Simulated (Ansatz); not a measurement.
# Copper, A15 under RPBE: relaxation and energy

What does RPBE give for copper in the A15 structure? We relax it, then solve it on a dense k-mesh. Spin polarisation is left out. The k-meshes are 6×6×6 for the relaxation; 7×7×7 for the dense run.

Method: DFT RPBE, plane waves (420 eV) with PAW, scalar-relativistic; PAW files made under PBE, frozen cores solved again for the functional, in Ansatz 0.2.0.

## 1. Starting point

It takes space group Pm-3n (No. 223, cubic). Conventional cell: a = 4.555 Å, b = 4.555 Å, c = 4.555 Å, α = 90.00°, β = 90.00°, γ = 90.00°. Around Cu (site symmetry m-3) lie 12 Cu at 2.55 Å. Cu (site symmetry -4m2) has 6 Cu at 2.28 to 2.55 Å as nearest neighbours.

Coordinates:

```cif
data_structure
_symmetry_space_group_name_H-M 'Pm-3n'
_symmetry_Int_Tables_number 223
_cell_length_a 4.5546
_cell_length_b 4.5546
_cell_length_c 4.5546
_cell_angle_alpha 90.000
_cell_angle_beta 90.000
_cell_angle_gamma 90.000
_cell_volume 94.48
loop_
_atom_site_label
_atom_site_type_symbol
_atom_site_symmetry_multiplicity
_atom_site_Wyckoff_symbol
_atom_site_fract_x
_atom_site_fract_y
_atom_site_fract_z
_atom_site_occupancy
Cu1 Cu 2 a 0.00000 0.00000 0.00000 1
Cu2 Cu 6 c 0.25000 0.00000 0.50000 1
```

## 2. Relaxing cell and atoms

Contents of input.yaml:

```yaml
crystal:
  lattice:
    - [4.5545641985, 0.0, 0.0]
    - [0.0, 4.5545641985, 0.0]
    - [0.0, 0.0, 4.5545641985]
  atoms:
    - { symbol: Cu, position: [0.0, 0.0, 0.0] }
    - { symbol: Cu, position: [0.5, 0.5, 0.5] }
    - { symbol: Cu, position: [0.25, 0.0, 0.5] }
    - { symbol: Cu, position: [0.75, 0.0, 0.5] }
    - { symbol: Cu, position: [0.5, 0.25, 0.0] }
    - { symbol: Cu, position: [0.5, 0.75, 0.0] }
    - { symbol: Cu, position: [0.0, 0.5, 0.25] }
    - { symbol: Cu, position: [0.0, 0.5, 0.75] }
hamiltonian:
  xc: rpbe
  pseudopotentials:
    kind: paw
    azcp:
      Cu: "pseudopotentials/Cu.paw.azcp"
basis:
  ecutwfc: 420
  fft_grid_basis: typed
kpoints:
  mp_grid: { grid: [6, 6, 6], shift: [0, 0, 0] }
magnetization:
  spin_polarized: false
scf:
  occupations: { method: fermi_dirac, width: 0.1 }
relax:
  max_steps: 60
  f_tol: 0.01
  cell: {}
output:
  write_density: true
  write_potential: true
  elf: true
  volumetric_format: npy
```

Command:

```console
$ ansatz run input.yaml --threads 4 --pin off --max-ram 8192MiB --backend cpu --events-out ev --progress --plain --runs-dir out
```

Standard output:

```text
Warning: RAYON_NUM_THREADS=4 ignored (pool sized by the plan → 4); use --threads N
Engine: ansatz 0.2.0, aarch64-unknown-linux-gnu
Pseudopotentials: kind: paw
Pseudopotential: Cu, paw, valence charge 19, recommended cutoff 420 eV (normal), <dir>
Functional definition: RPBE
  parameter kappa = 0.804
  parameter beta = 0.06672455060314922
  exchange = rpbe_x(kappa = kappa, mu = beta*pi^2/3)
  correlation = pbe_c(beta = beta)
Crystal: 8 atoms, lattice volume = 94.480 Å³
Basis set: ecut = 420 eV, 1839 PW (Γ), exchange–correlation on 64×64×64 points (8 copies of the dense FFT grid, shifted against one another)
Bands: 92, of which v1, the nominal top of the filled ones, is band 76 counted from 1 (75 counted from 0)
Symmetry: 48 space group operations
Space group: Pm-3n (ITA 223), of the structure as read, at distance tolerance 4.6e-5 Å
k-points: 20 of 216
Non-local potential: Cu, projectors of the file, l = 0: 3, l = 1: 2, l = 2: 3, l = 3: 1
PAW form: soft (Blöchl's): semilocal exchange-correlation on the pseudo side does not see the compensation charge
PAW frozen core: Cu, regenerated for the run's functional, and the local potential with it (the file was generated under x = pbe(κ = 0.804, μ = 0.2195149727645171), c = pbe(β = 0.06672455060314922))
PAW one-centre angular grid: Cu, 590 points (default); XC on 64 Gauss nodes
Initial density: superposition of atomic densities (neutral atoms: chi_scale 0, normalization atom), corrected by the library's trained network
Initial wavefunctions: pseudopotential atomic-orbital guess
Functional: x = rpbe, c = pbe(β = 0.06672455060314922)
SCF iter   1: F=—  HF=-53042.003801 eV  |F-HF|=—  |Δ(HF+E_count)|=         —  Δρ=1.08e-2  dr2=5.61e-2  ethr=1.77e-3  ⟨swp⟩=5.0  Hψ=5903  notcnv=0  defer=89
preconditioner: auto → Kerker (q_TF=auto, 2.953 Å⁻¹)  [metal: Δε(μ)=0.035 eV  Ē_g=10.462 eV  σ=0.100 eV  W_gap=0.09  n_scr=32 (ndim 8)  ℏωp=35.8 eV  f_vac=0.000  D(μ)=3.07/eV (n_scr^D=26)]
SCF iter   2: F=—  HF=-53041.992198 eV  |F-HF|=—  |Δ(HF+E_count)|=   1.16e-2  Δρ=1.46e-3  dr2=1.06e-3  ethr=3.69e-5  ⟨swp⟩=2.0  Hψ=3039  notcnv=0  defer=103
SCF iter   3: F=—  HF=-53041.991734 eV  |F-HF|=—  |Δ(HF+E_count)|=   4.64e-4  Δρ=1.30e-3  dr2=9.54e-4  ethr=6.96e-7  ⟨swp⟩=2.8  Hψ=3475  notcnv=0  defer=103
SCF iter   4: F=—  HF=-53041.991449 eV  |F-HF|=—  |Δ(HF+E_count)|=   2.85e-4  Δρ=1.37e-4  dr2=8.75e-6  ethr=6.28e-7  ⟨swp⟩=2.2  Hψ=2181  notcnv=0  defer=103
SCF iter   5: F=—  HF=-53041.991478 eV  |F-HF|=—  |Δ(HF+E_count)|=   2.90e-5  Δρ=4.34e-5  dr2=1.56e-6  ethr=5.75e-9  ⟨swp⟩=2.0  Hψ=3245  notcnv=0  defer=103
SCF iter   6: F=—  HF=-53041.991478 eV  |F-HF|=—  |Δ(HF+E_count)|=   1.82e-7  Δρ=1.83e-5  dr2=4.18e-7  ethr=1.03e-9  ⟨swp⟩=2.1  Hψ=2644  notcnv=0  defer=103
SCF iter   7: F=—  HF=-53041.991478 eV  |F-HF|=—  |Δ(HF+E_count)|=   1.44e-8  Δρ=1.74e-5  dr2=1.48e-7  ethr=2.75e-10  ⟨swp⟩=2.0  Hψ=2543  notcnv=0  defer=103
SCF iter   8: F=-53041.991478 eV  HF=-53041.991478 eV  |F-HF|=4.03e-9  |Δ(HF+E_count)|=   4.90e-8  Δρ=2.52e-6  dr2=5.84e-9  ethr=6.58e-11  ⟨swp⟩=7.0  Hψ=10525  notcnv=0
SCF 1 converged in 8 iterations: F = -53041.991478 eV  dr2 = 5.84e-9
relax step   1: F+E_penalty+E_count = -53041.99147812 eV  Δ(F+E_penalty+E_count) = +0.000e0 eV  max|allowed force component| = 2.009e-17 eV/Å  Δτ_max = 0.0000 Å  P = +10.608 GPa  Ω = 94.480 Å³  (8 SCF iters, dr2 threshold 1.00e-7 eV, accepted)
[... from here on, the SCF cycles and remarks between the steps are left out ...]
relax step   2: F+E_penalty+E_count = -53042.16023967 eV  Δ(F+E_penalty+E_count) = -1.688e-1 eV  max|allowed force component| = 2.027e-17 eV/Å  Δτ_max = 0.0000 Å  P = +4.923 GPa  Ω = 98.078 Å³  energy of the carried Pulay correction = -3.346e-3 eV  (6 SCF iters, dr2 threshold 8.00e-7 eV, accepted)
relax step   3: F+E_penalty+E_count = -53042.21363284 eV  Δ(F+E_penalty+E_count) = -5.339e-2 eV  max|allowed force component| = 5.720e-17 eV/Å  Δτ_max = 0.0000 Å  P = +0.622 GPa  Ω = 101.422 Å³  energy of the carried Pulay correction = -6.346e-3 eV  (6 SCF iters, dr2 threshold 8.00e-7 eV, accepted)
relax step   4: F+E_penalty+E_count = -53042.21419611 eV  Δ(F+E_penalty+E_count) = -5.633e-4 eV  max|allowed force component| = 4.452e-17 eV/Å  Δτ_max = 0.0000 Å  P = -0.007 GPa  Ω = 101.969 Å³  energy of the carried Pulay correction = -6.827e-3 eV  (6 SCF iters, dr2 threshold 8.00e-7 eV, accepted)
relax step   5: F+E_penalty+E_count = -53042.21904254 eV  Δ(F+E_penalty+E_count) = -4.846e-3 eV  max|allowed force component| = 4.452e-17 eV/Å  Δτ_max = 0.0000 Å  P = -0.079 GPa  Ω = 101.969 Å³  stress off target by 7.89e-2 GPa  SCF on the basis re-selected at this cell (its energy is not comparable with the rows above)  (8 SCF iters)
relax step   6: F+E_penalty+E_count = -53042.21911757 eV  Δ(F+E_penalty+E_count) = -7.502e-5 eV  max|allowed force component| = 4.232e-17 eV/Å  Δτ_max = 0.0000 Å  P = -0.001 GPa  Ω = 101.900 Å³  energy of the carried Pulay correction = +5.773e-5 eV  (6 SCF iters, dr2 threshold 1.55e-8 eV, accepted)
relax step   7: F+E_penalty+E_count = -53042.21903957 eV  Δ(F+E_penalty+E_count) = +7.800e-5 eV  max|allowed force component| = 4.062e-17 eV/Å  Δτ_max = 0.0000 Å  P = +0.000 GPa  Ω = 101.900 Å³  stress off target by 2.00e-5 GPa  SCF on the basis re-selected at this cell (its energy is not comparable with the rows above)  (9 SCF iters)
basis re-selected at this cell: Δ(F+E_penalty+E_count) = +7.800e-5 eV, ΔP = +0.001 GPa vs the last step (what re-selecting the basis moved, of the pressure what is left beyond the Pulay correction that the steps carried, after the strain that the cell walked since its last selection, with what the two solves' SCF thresholds leave and, on support functions, any second-order correction that the steps lacked; it is no measure of the basis error at this ecutwfc). This SCF's stress stands 2.00e-5 GPa from its target on what of the cell is left free (relax.cell.stress_tol is 5.00e-2 GPa) and its largest allowed force component is 4.06e-17 eV/Å (relax.f_tol is 1.00e-2 eV/Å): within both
SCF converged after 9 iterations
Free energy (F): -53042.219040 eV
Harris-Foulkes:  -53042.219040 eV  (|F-HF|=0.00e0)
Internal energy: -53042.119552 eV  (E = F + TS)
E sigma→0 (E₀):  -53042.169296 eV
Entropy (-TS):   -0.099488 eV (-12.436 meV/atom)
Fermi energy:    15.408735 eV
--- Per-component energies (eV) ---
  E_band       = -3064.130769
  E_kinetic    = 2392.618319
  E_local      = -33636.292292  (includes V_loc(G=0)·N_el)
  E_nonlocal   = 3127.661969
  E_hartree    = 14800.387121
  E_xc         = -712.045924
  E_vxc        = -917.081568  (∫ρ·V_xc dr)
  E_paw        = -13356.850807  (= ΣΔE_a)
  E_vpaw       = -3631.813936  (= ΣTr[D̂ρ^β])
  E_aug_tail   = 0.002499  (compensation charges beyond the density's cutoff)
  E_ewald      = -25657.262347
  E_core_change = -0.338089  (= ΣΔE_core)
  E_smearing   = -0.099488  (= −TS)
  E_closure    = 0.000000  (closes the sum)
  Σ components = -53042.219040   (vs F -53042.219040, Δ=0.00e0)
--- Forces (eV/Å), atoms counted from 1 ---
  atom   1  Cu     0.00000000    -0.00000000     0.00000000
  atom   2  Cu    -0.00000000    -0.00000000    -0.00000000
  atom   3  Cu    -0.00000000    -0.00000000     0.00000000
  atom   4  Cu    -0.00000000     0.00000000    -0.00000000
  atom   5  Cu     0.00000000    -0.00000000     0.00000000
  atom   6  Cu    -0.00000000     0.00000000    -0.00000000
  atom   7  Cu     0.00000000     0.00000000    -0.00000000
  atom   8  Cu    -0.00000000    -0.00000000     0.00000000
  max |Σ_I F_I| component: 1.50e-17 eV/Å
--- Stress (GPa, compression-positive) ---
        0.000020      -0.000000       0.000000
       -0.000000       0.000020       0.000000
        0.000000       0.000000       0.000020
  P = ⅓ Tr σ = 0.0000 GPa (0.000 kbar)
--- Band table (eV; the first three rows and the last of 20) ---
  k-point 0: bands = ["-97.1794", "-97.1736", "-97.1736", "-97.1699", "-97.1665", "-97.1585", "-97.1585", "-97.1585", "-54.6059", "-54.6059", "-54.5984", "-54.4855", "-54.4855", "-54.4855", "-54.4768", "-54.4768", "-54.4768", "-54.4497", "-54.4497", "-54.4497", "-54.4300", "-54.4300", "-54.4300", "-54.4287", "-54.4287", "-54.4287", "-54.4237", "-54.4237", "-54.4237", "-54.4208", "-54.4208", "-54.4208", "6.5195", "10.5364", "10.5364", "10.9897", "11.5117", "11.5117", "11.5117", "11.5740", "11.8563", "11.8563", "11.8563", "11.9360", "11.9360", "11.9360", "12.1499", "12.1499", "12.2700", "12.3701", "12.3701", "12.4579", "12.4579", "12.4579", "12.7565", "12.7565", "12.7565", "13.2086", "13.2086", "13.2086", "13.2712", "13.2712", "13.2712", "13.3833", "13.3833", "13.5221", "13.5221", "13.7428", "13.7428", "13.7428", "13.8521", "13.8521", "13.8521", "15.2908", "15.2908", "15.2908", "16.3878", "16.3878", "16.5224", "21.4793", "21.4793", "21.6392", "21.6392", "21.6392", "22.7667", "22.7667", "22.7667", "23.3023", "23.3023", "23.3023", "23.6523", "27.6885"]
[... 3 lines left out ...]
--- Relaxed structure (5 steps of the walk, 5 accepted, 2 SCFs on fresh bases) ---
  F+E_penalty+E_count = -53042.21903957 eV   max|allowed force component| = 4.062e-17 eV/Å   (the final SCF, on the basis selected at the relaxed cell)
  cell:  # Å, volume = 101.9000 Å³
    - [4.670801095387217, -6.098778157226247e-34, 9.62964972193618e-35]
    - [-1.2518544638517031e-33, 4.670801095387217, 1.2839532962581572e-34]
    - [4.81482486096809e-34, 1.2839532962581572e-34, 4.670801095387217]
  atoms:
    - { symbol: Cu, position: [-2.0538578233993144e-34, -2.218623443304749e-34, 2.997990978730452e-35] }
    - { symbol: Cu, position: [0.49999999999999994, 0.49999999999999994, 0.49999999999999994] }
    - { symbol: Cu, position: [0.24999999999999997, 2.0517930913202995e-34, 0.49999999999999994] }
    - { symbol: Cu, position: [0.75, 2.0165549971717688e-34, 0.49999999999999994] }
    - { symbol: Cu, position: [0.49999999999999994, 0.24999999999999997, -5.877603984930684e-35] }
    - { symbol: Cu, position: [0.49999999999999994, 0.75, 2.8906249106216465e-36] }
    - { symbol: Cu, position: [3.9739210080784294e-35, 0.49999999999999994, 0.24999999999999997] }
    - { symbol: Cu, position: [3.44534959585047e-35, 0.49999999999999994, 0.75] }
```

It took 21 s on 4 threads of Arm Neoverse V1, shared host; peak memory 0.57 GiB.

Step by step:

```
step  energy change (meV/atom)  largest force (eV/Å)  pressure (GPa)  volume (Å³/atom)
   1                      0.00                0.0000           10.61            11.810
   2                    -21.10                0.0000            4.92            12.260
   3                    -27.77                0.0000            0.62            12.678
   4                    -27.84                0.0000           -0.01            12.746
   5                    -28.45                0.0000           -0.08            12.746
   6                    -28.45                0.0000            0.00            12.737
   7                    -28.45                0.0000            0.00            12.737
```

Steps that repeat a cell are solved on a basis chosen anew, so their changes of energy are no gain of the relaxation.

Changes in the cell that was computed:

|  | before | after | change |
| --- | --- | --- | --- |
| a (Å) | 4.555 | 4.671 | +2.6 % |
| b (Å) | 4.555 | 4.671 | +2.6 % |
| c (Å) | 4.555 | 4.671 | +2.6 % |
| volume (Å³/atom) | 11.810 | 12.737 | +7.9 % |
| shortest distance (Å) | 2.277 | 2.335 | +2.6 % |
| space group (spins left aside) | Pm-3n | Pm-3n | same |

## 3. The energy on a finer k-mesh

Contents of input.yaml:

```yaml
crystal:
  lattice:
    - [4.6708010954, 0.0, 0.0]
    - [0.0, 4.6708010954, 0.0]
    - [0.0, 0.0, 4.6708010954]
  atoms:
    - { symbol: Cu, position: [1.0, 1.0, 0.0] }
    - { symbol: Cu, position: [0.5, 0.5, 0.5] }
    - { symbol: Cu, position: [0.25, 0.0, 0.5] }
    - { symbol: Cu, position: [0.75, 0.0, 0.5] }
    - { symbol: Cu, position: [0.5, 0.25, 1.0] }
    - { symbol: Cu, position: [0.5, 0.75, 0.0] }
    - { symbol: Cu, position: [0.0, 0.5, 0.25] }
    - { symbol: Cu, position: [0.0, 0.5, 0.75] }
hamiltonian:
  xc: rpbe
  pseudopotentials:
    kind: paw
    azcp:
      Cu: "pseudopotentials/Cu.paw.azcp"
basis:
  ecutwfc: 420
  fft_grid_basis: typed
kpoints:
  mp_grid: { grid: [7, 7, 7], shift: [0, 0, 0] }
magnetization:
  spin_polarized: false
scf:
  occupations: { method: fermi_dirac, width: 0.1 }
```

Command:

```console
$ ansatz run input.yaml --threads 4 --pin off --max-ram 8192MiB --backend cpu --events-out ev --progress --plain --runs-dir out
```

Standard output, shortened:

```text
Warning: RAYON_NUM_THREADS=4 ignored (pool sized by the plan → 4); use --threads N
[...]
[... 3 set-up lines as earlier in the session ...]
[...]
Crystal: 8 atoms, lattice volume = 101.900 Å³
Basis set: ecut = 420 eV, 1935 PW (Γ)
Bands: 85, of which v1, the nominal top of the filled ones, is band 76 counted from 1 (75 counted from 0)
[... 1 set-up line as earlier in the session ...]
Space group: Pm-3n (ITA 223), of the structure as read, at distance tolerance 4.7e-5 Å
k-points: 20 of 343
[...]
SCF iter   1: F=—  HF=-53042.248269 eV  |F-HF|=—  |Δ(HF+E_count)|=         —  Δρ=1.13e-2  dr2=6.77e-2  ethr=1.77e-3  ⟨swp⟩=4.8  Hψ=5005  notcnv=0  defer=14
[...]
SCF iter   8: F=-53042.234948 eV  HF=-53042.234948 eV  |F-HF|=8.59e-10  |Δ(HF+E_count)|=   1.01e-8  Δρ=2.10e-6  dr2=3.62e-9  ethr=6.58e-11  ⟨swp⟩=2.8  Hψ=3487  notcnv=0
[...]
SCF converged after 8 iterations
Free energy (F): -53042.234948 eV
[...]
E sigma→0 (E₀):  -53042.197894 eV
Entropy (-TS):   -0.074109 eV (-9.264 meV/atom)
Fermi energy:    15.422048 eV
[...]
```

Run time: 2.5 s. Hardware: 4 threads of Arm Neoverse V1, shared host; peak memory 0.52 GiB.

## 4. Summary of results

| quantity | value |
| --- | --- |
| space group (spins left aside) | Pm-3n (No. 223) |
| conventional cell | a = 4.671 Å |
| volume | 12.737 Å³/atom |
| shortest distance | 2.335 Å |
| gap on the mesh | none (levels filled in part) |
| relative to fcc | +93 meV/atom |

**Reading.** From the guessed start the volume grew by 7.9 % in 7 steps. It lies 93 meV/atom above the element's reference form at the same level (fcc, from a run of its own). Levels at the Fermi energy are filled in part, as in a metal. Relaxation kept the symmetry; phonons were not checked.
